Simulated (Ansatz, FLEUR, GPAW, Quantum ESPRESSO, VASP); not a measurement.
# One calculation of Fe, 6 ways

```
Fe
1.0
    -1.44300    1.44300    1.44300
     1.44300   -1.44300    1.44300
     1.44300    1.44300   -1.44300
Fe
1
Direct
  0.00000 0.00000 0.00000
```

Alike in all runs: task band structure; functional LDA; k mesh 13 × 13 × 13; occupations fermi-dirac, width 0.05 eV; collinear spin, ferromagnetic start; no spin-orbit coupling. LDA stands for any of its common fits. Pressure is positive in compression and, in plane waves, holds the error of the finite cutoff, which Ansatz's Pulay term estimates and takes out.

```
                                                    program and potentials  plane-wave cutoff (eV)                                                                      notes  pressure (GPa)  net moment per atom (μB)
GPAW, the program's PAW data sets (release 1.2.1) made for this functional                     600                                     8 valence electrons an atom on average          -25.51                      2.20
                                            VASP, LDA PAW files Fe, 520 eV                     520                                     8 valence electrons an atom on average          -26.86                      2.16
                                                       Ansatz, JTH PAW LDA                    1320  16 valence electrons an atom on average; Pulay term of +0.07 GPa included          -26.18                      2.21
                            Ansatz, all-electron LAPW, scalar-relativistic                       -                                                                          -          -26.05                      2.20
                        Quantum ESPRESSO, PseudoDojo 0.4.1 SR LDA standard                    1225                                    16 valence electrons an atom on average          -24.48                      2.29
                                                FLEUR, all-electron, FLAPW                       -                                                                          -               -                      2.21
```

The pressure spans -26.86 (VASP, LDA PAW files Fe, 520 eV) to -24.48 GPa (Quantum ESPRESSO, PseudoDojo 0.4.1 SR LDA standard), with all-electron results at -26.05. The net moment per atom spans 2.16 (VASP, LDA PAW files Fe, 520 eV) to 2.29 μB (Quantum ESPRESSO, PseudoDojo 0.4.1 SR LDA standard), with all-electron results at 2.20 to 2.21. The cell lies far from this level's equilibrium. The state is the one that the start led to, which needn't be the lowest.

Differences between rows come from potentials, basis sets and numerical settings, since the functional is the same but for its coding. Runs on potential files found faulty are left out.

The negative pressure in every run with a stress value means that the lattice would contract, as expected from LDA's overbinding of 3d metals. The moments nevertheless lie close to the known value for bcc iron. This agreement probably owes much to the stretched cell: a larger volume narrows the d bands and strengthens the exchange splitting, so relaxation within LDA should lower the moment. The non-integer values fit an itinerant ferromagnet whose majority d band is not quite full.

The largest moment, 2.29 μB, comes with the weakest tension and the smallest, 2.16 μB, with the strongest. That is the direction expected from magnetovolume coupling, though the JTH row breaks the order in between. Semicore treatment alone doesn't account for the spread, since the JTH and PseudoDojo runs both carry 16 valence electrons yet differ in moment, while GPAW with 8 matches the all-electron result. The good moment is no evidence that LDA gets iron's ground-state structure right; it is known to favour close-packed phases over ferromagnetic bcc.
